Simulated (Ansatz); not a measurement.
## fcc against bcc along the 4d metals

The calculation used DFT, PBEsol, plane waves (420 eV) with PAW, scalar-relativistic in Ansatz 0.2.0. The PAW files were generated under PBE, with cores re-solved for the functional.

Each structure is relaxed within its symmetry, in the lowest magnetic state of the tried starts. Differences under about 8 meV lie within the error of the k-point mesh.

```tsv
element	E(fcc) − E(bcc) (meV/atom)	V(fcc) (Å³/atom)	V(bcc) (Å³/atom)	state of fcc	state of bcc
Y	-108	30.91	31.47	spin not included	spin not included
Zr	-33	22.24	21.92	spin not included	spin not included
Nb	349	18.17	17.49	spin not included	spin not included
Mo	436	15.54	15.36	spin not included	spin not included
Ru	?	?	?	?	?
Rh	-388	13.51	13.92	non-magnetic	spin not included
Pd	-57	14.59	14.68	spin not included	non-magnetic
Ag	-41	16.64	16.78	spin not included	spin not included
Cd	-64	20.97	21.35	spin not included	spin not included
```

Task: Fill in the row of Ru.

Result: E(fcc) − E(bcc) (meV/atom): -543; V(fcc) (Å³/atom): 13.40; V(bcc) (Å³/atom): 13.77; state of fcc: spin not included; state of bcc: spin not included.
